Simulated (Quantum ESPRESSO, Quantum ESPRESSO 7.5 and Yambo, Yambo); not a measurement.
# Beyond one shot: SiC (F-43m)

Aim: iterate the self-energy on SiC (F-43m) and follow the gap from cycle to cycle.

Method: PBE and many-body steps on it, plane waves, in Quantum ESPRESSO 7.5 and Yambo 5.3.0.

**Experimental background.**

- Gap 2.39 eV: band gap at cryogenic temperature; bulk crystal (literature value) (quoted in “Silicon carbide diodes for neutron detection”, 2020, arxiv:2009.14696).

- Gap 2.4 eV: Tauc optical (indirect) gap of annealed polycrystalline 3C-SiC; UV-VIS spectroscopic ellipsometry, Tauc analysis; film (CVD ultrathin polycrystalline film, annealed, about 5 nm grains) (“On-Demand CMOS-Compatible Fabrication of Ultrathin Self-Aligned SiC Nanowire Arrays”, 2018, pmc:6267454).

This is a report of a sequence of runs, with most program output left out.

**1. Set-up**

Symmetry: F-43m, No. 216, cubic system. Conventional cell: a = 4.358 Å, b = 4.358 Å, c = 4.358 Å, α = 90.00°, β = 90.00°, γ = 90.00°. Si has 4 C at 1.89 Å nearest. C has 4 Si at 1.89 Å nearest. Farther neighbours are not listed.

The cell and positions come from the Crystallography Open Database and are kept as given unless a step says otherwise.

**2. Empty states on the mesh, 4×4×4 mesh, 50 bands**

This step: Quantum ESPRESSO 7.5; DFT, PBE, plane waves, norm-conserving pseudopotentials.

The sums over transitions need many empty states on a uniform mesh; this step solves for them.

pw.in

```
&control
  calculation = 'nscf'
  prefix = 'x'
  outdir = 'o'
  pseudo_dir = 'pseudo'
/
&system
  ibrav = 0
  nat = 2
  ntyp = 2
  ecutwfc = 74.0
  nbnd = 50
  force_symmorphic = .true.
/
&electrons
  conv_thr = 1e-9
  electron_maxstep = 80
  diago_full_acc = .true.
  diago_thr_init = 5e-6
/
ATOMIC_SPECIES
  Si 28.085 Si.upf
  C 12.011 C.upf
CELL_PARAMETERS angstrom
  -0.0000000000 2.1790000000 2.1790000000
  2.1790000000 -0.0000000000 2.1790000000
  2.1790000000 2.1790000000 -0.0000000000
ATOMIC_POSITIONS crystal
  Si 0.0000000000 0.0000000000 0.0000000000
  C 0.2500000000 0.2500000000 0.2500000000
K_POINTS automatic
  4 4 4 0 0 0
```

Started as:

```console
$ OMP_NUM_THREADS=1 mpirun -n 4 pw.x -nk 4 -in pw.in > pw.out
```

It took 1.4 s on 4 MPI ranks of Arm Neoverse V1, shared host; peak memory 0.05 GiB; 5.5 s of CPU time.

Numbers from this step:

```yaml
gap: 1.361 eV
k_of_the_valence_top: 0, 0, 0
k_of_the_conduction_bottom: 0, -0.5, -0.5
least_direct_gap: 4.553 eV
k_points_computed: 8
lowest_point_of_the_top_converged_band_above_the_valence_top: 73.3698 eV
```

On this mesh the gap is 1.361 eV.

The density comes from a self-consistent run that is not shown.

**3. Conversion and set-up**

This step: Yambo 5.3.0; conversion and set-up on PBE, plane waves, norm-conserving pseudopotentials.

The states are converted to the many-body program's format and the q mesh is built.

Started as:

```console
$ (cd o/x.save; p2y > p2y.log; mv SAVE ../..); yambo > setup.log
```

Wall time 2 s (1 MPI rank); peak memory 0.23 GiB.

**4. G0W0**

Now the one-shot GW correction: screening in the RPA, then the self-energy of the levels asked for.

This step: G0W0 on PBE, plane waves, norm-conserving pseudopotentials.

gw1.in

```
HF_and_locXC
gw0
dyson
ppa
em1d
rim_cut
RandQpts= 1000000
RandGvec= 1 RL
EXXRLvcs= 74 Ry
VXCRLvcs= 296 Ry
Chimod= "HARTREE"
% BndsRnXp
 1 | 50 |
%
NGsBlkXp= 9.5 Ry
% LongDrXp
 1 | 1 | 1 |
%
% GbndRnge
 1 | 50 |
%
DysSolver= "n"
ExtendOut
PPAPntXp= 27.21138 eV
% QPkrange
 1 | 8 | 1 | 8 |
%
```

Started as:

```console
$ OMP_NUM_THREADS=1 mpirun -n 4 yambo -F gw1.in -J gw1 -C gw1 > gw1.log
```

The job ended after 30 s (4 MPI ranks; peak memory 1.2 GiB; 1.9 min of CPU time).

This step gave:

- G0W0 gap on the mesh: 1.965 eV
- starting gap on the mesh: 1.361 eV
- k of the valence top: 0, 0, 0
- k of the conduction bottom: 0, -0.5, -0.5
- least direct G0W0 gap on the computed points: 5.527 eV
- Z at the valence top: 0.7993
- Z at the conduction bottom: 0.8248

The gap on the mesh goes from 1.36 eV to 1.97 eV, a correction of +0.60 eV.

**5. evGW0, cycle 1**

This step: evGW0 on PBE, plane waves, norm-conserving pseudopotentials.

gw2.in, as its differences from gw1.in of step 4:

```diff
@@ -27 +27,2 @@
 %
+GfnQPdb= "E < ./gw1/ndb.QP"
```

Started as:

```console
$ OMP_NUM_THREADS=1 mpirun -n 4 yambo -F gw2.in -J gw2,gw1_W -C gw2 > gw2.log
```

It took 25 s on 4 MPI ranks; peak memory 1.1 GiB.

Numbers from this step:

```yaml
quasiparticle_gap_on_the_mesh: 2.040 eV
gap_of_the_density_functional_on_the_mesh: 1.361 eV
k_of_the_valence_top: 0, 0, 0
k_of_the_conduction_bottom: 0, -0.5, -0.5
least_direct_quasiparticle_gap_on_the_computed_points: 5.649 eV
z_at_the_valence_top: 0.8031
z_at_the_conduction_bottom: 0.8320
```

Against G0W0 in Yambo (4×4×4 mesh, 50 bands, screening to 129.3 eV, Godby-Needs plasmon pole), the gap moves by +0.075 eV.

The program's own table gives 2.141 eV, which is too large where the input levels are shifted: this version takes Σc at the unshifted level E₀, yet steps from the shifted one. The value above is the Newton step from E₀, E₀ + Z(Σc + Σx − Vxc), rebuilt from the printed columns.

**6. evGW0, cycle 2**

The corrected levels of the last cycle go back in.

gw3.in, as its differences from gw2.in of step 5:

```diff
@@ -27,2 +27,2 @@
 %
-GfnQPdb= "E < ./gw1/ndb.QP"
+GfnQPdb= "E < ./gw2_fix/ndb.QP"
```

Started as:

```console
$ OMP_NUM_THREADS=1 mpirun -n 4 yambo -F gw3.in -J gw3,gw1_W -C gw3 > gw3.log
```

It took 26 s on 4 MPI ranks; peak memory 1.1 GiB.

This step gave:

| Property | Result |
| --- | --- |
| quasiparticle gap on the mesh | 2.049 eV |
| gap of the density functional on the mesh | 1.361 eV |
| k of the valence top | 0, 0, 0 |
| k of the conduction bottom | 0, -0.5, -0.5 |
| least direct quasiparticle gap on the computed points | 5.666 eV |

Against the cycle before, the gap moves by +0.009 eV.

The program's own table gives 2.162 eV, which is too large where the input levels are shifted: this version takes Σc at the unshifted level E₀, yet steps from the shifted one. The value above is the Newton step from E₀, E₀ + Z(Σc + Σx − Vxc), rebuilt from the printed columns.

**7. evGW, cycle 1**

This step: evGW on PBE, plane waves, norm-conserving pseudopotentials.

gw4.in, as its differences from gw3.in of step 6:

```diff
@@ -27,2 +27,3 @@
 %
-GfnQPdb= "E < ./gw2_fix/ndb.QP"
+GfnQPdb= "E < ./gw1/ndb.QP"
+XfnQPdb= "E < ./gw1/ndb.QP"
```

Started as:

```console
$ OMP_NUM_THREADS=1 mpirun -n 4 yambo -F gw4.in -J gw4 -C gw4 > gw4.log
```

It took 30 s on 4 MPI ranks; peak memory 1.2 GiB; 1.9 min of CPU time.

Numbers from this step:

```yaml
quasiparticle_gap_on_the_mesh: 2.168 eV
gap_of_the_density_functional_on_the_mesh: 1.361 eV
k_of_the_valence_top: 0, 0, 0
k_of_the_conduction_bottom: 0, -0.5, -0.5
least_direct_quasiparticle_gap_on_the_computed_points: 5.804 eV
```

Against G0W0 in Yambo (4×4×4 mesh, 50 bands, screening to 129.3 eV, Godby-Needs plasmon pole), the gap moves by +0.203 eV.

The program's own table gives 2.264 eV, which is too large where the input levels are shifted: this version takes Σc at the unshifted level E₀, yet steps from the shifted one. The value above is the Newton step from E₀, E₀ + Z(Σc + Σx − Vxc), rebuilt from the printed columns.

**8. evGW, cycle 2**

gw5.in, as its differences from gw4.in of step 7:

```diff
@@ -27,3 +27,3 @@
 %
-GfnQPdb= "E < ./gw1/ndb.QP"
-XfnQPdb= "E < ./gw1/ndb.QP"
+GfnQPdb= "E < ./gw4_fix/ndb.QP"
+XfnQPdb= "E < ./gw4_fix/ndb.QP"
```

Started as:

```console
$ OMP_NUM_THREADS=1 mpirun -n 4 yambo -F gw5.in -J gw5 -C gw5 > gw5.log
```

Run time: 30 s. Hardware: 4 MPI ranks; peak memory 1.2 GiB; 1.9 min of CPU time.

This step gave:

```yaml
quasiparticle_gap_on_the_mesh: 2.228 eV
gap_of_the_density_functional_on_the_mesh: 1.361 eV
k_of_the_valence_top: 0, 0, 0
k_of_the_conduction_bottom: 0, -0.5, -0.5
least_direct_quasiparticle_gap_on_the_computed_points: 5.885 eV
```

Against the cycle before, the gap moves by +0.060 eV.

The program's own table gives 2.351 eV, which is too large where the input levels are shifted: this version takes Σc at the unshifted level E₀, yet steps from the shifted one. The value above is the Newton step from E₀, E₀ + Z(Σc + Σx − Vxc), rebuilt from the printed columns.

**9. evGW, cycle 3**

gw6.in, as its differences from gw5.in of step 8:

```diff
@@ -27,3 +27,3 @@
 %
-GfnQPdb= "E < ./gw4_fix/ndb.QP"
-XfnQPdb= "E < ./gw4_fix/ndb.QP"
+GfnQPdb= "E < ./gw5_fix/ndb.QP"
+XfnQPdb= "E < ./gw5_fix/ndb.QP"
```

Started as:

```console
$ OMP_NUM_THREADS=1 mpirun -n 4 yambo -F gw6.in -J gw6 -C gw6 > gw6.log
```

Run time: 30 s. Hardware: 4 MPI ranks; peak memory 1.2 GiB.

This step gave:

* quasiparticle gap on the mesh: 2.246 eV
* gap of the density functional on the mesh: 1.361 eV
* k of the valence top: 0, 0, 0
* k of the conduction bottom: 0, -0.5, -0.5
* least direct quasiparticle gap on the computed points: 5.909 eV

Against the cycle before, the gap moves by +0.018 eV.

The program's own table gives 2.377 eV, which is too large where the input levels are shifted: this version takes Σc at the unshifted level E₀, yet steps from the shifted one. The value above is the Newton step from E₀, E₀ + Z(Σc + Σx − Vxc), rebuilt from the printed columns.

**10. evGW, cycle 4**

gw7.in, as its differences from gw6.in of step 9:

```diff
@@ -27,3 +27,3 @@
 %
-GfnQPdb= "E < ./gw5_fix/ndb.QP"
-XfnQPdb= "E < ./gw5_fix/ndb.QP"
+GfnQPdb= "E < ./gw6_fix/ndb.QP"
+XfnQPdb= "E < ./gw6_fix/ndb.QP"
```

Started as:

```console
$ OMP_NUM_THREADS=1 mpirun -n 4 yambo -F gw7.in -J gw7 -C gw7 > gw7.log
```

Wall time 31 s (4 MPI ranks); peak memory 1.2 GiB; 2 min of CPU time.

This step gave:

- quasiparticle gap on the mesh: 2.251 eV
- gap of the density functional on the mesh: 1.361 eV
- k of the valence top: 0, 0, 0
- k of the conduction bottom: 0, -0.5, -0.5
- least direct quasiparticle gap on the computed points: 5.917 eV

Against the cycle before, the gap moves by +0.005 eV.

The program's own table gives 2.385 eV, which is too large where the input levels are shifted: this version takes Σc at the unshifted level E₀, yet steps from the shifted one. The value above is the Newton step from E₀, E₀ + Z(Σc + Σx − Vxc), rebuilt from the printed columns.

**11. Side by side**

Times are wall times on 4 MPI ranks of Arm Neoverse V1, shared host, good to a factor of about two.

```
           run   mesh  bands  screening cutoff (eV)  DFT gap (eV)  gap on the mesh (eV)  direct (eV)  time
          G0W0  4×4×4     50                  129.3         1.361                 1.965        5.527  30 s
evGW0, cycle 1  4×4×4     50                  129.3         1.361                 2.040        5.649  25 s
evGW0, cycle 2  4×4×4     50                  129.3         1.361                 2.049        5.666  26 s
 evGW, cycle 1  4×4×4     50                  129.3         1.361                 2.168        5.804  30 s
 evGW, cycle 2  4×4×4     50                  129.3         1.361                 2.228        5.885  30 s
 evGW, cycle 3  4×4×4     50                  129.3         1.361                 2.246        5.909  30 s
 evGW, cycle 4  4×4×4     50                  129.3         1.361                 2.251        5.917  31 s
```

**12. What came out**

```json
{
  "G0W0": "1.965 eV",
  "evGW0, cycle 1": "2.040 eV",
  "evGW0, cycle 2": "2.049 eV",
  "evGW, cycle 1": "2.168 eV",
  "evGW, cycle 2": "2.228 eV",
  "evGW, cycle 3": "2.246 eV",
  "evGW, cycle 4": "2.251 eV",
  "known limits": "not at the basis limit; coarse k mesh"
}
```

In words: evGW0 ends at 2.05 eV, +0.08 eV from G0W0, after 2 cycles that took 51 s beside the first screening; the last moved the gap by 0.009 eV. evGW ends at 2.25 eV, +0.29 eV from G0W0, after 4 cycles that took 2 min beside the first screening; the last moved the gap by 0.005 eV. Against experiment, by evGW, cycle 4: the gap of 2.25 eV lies −0.14 eV from the measured 2.39 eV (kind not stated, quoted 2020); the gap of 2.25 eV lies −0.15 eV from the measured 2.4 eV (indirect, 2018). These are gaps on the mesh, at modest bands and cutoff. The calculation has static nuclei and no excitons; a measured gap holds zero-point and thermal motion, which mostly lowers it. Bands and cutoff are finite, so the gap is not at the basis limit. The miss can reach some tenths of an eV and take either sign; the mesh is an error of its own. The 4×4×4 mesh is coarse for this cell, which bears on the long-range parts of exchange and screening.

[Paths, hosts, dates, memory and timing lines, banners, echoed tables and standing remarks are left out of the program output.]

[Logs are printed without paths, hosts, clocks, repeated set-up lines and the standing remarks that a program may print on its own settings, such as how far it seeks lower states.]

[Runs of the session that timed out or met a known fault of the program may be left out.]

[Hosts, paths, dates, database ids (printed as entryN), source tags and the programs' standing remarks are cut or masked in the printed files.]
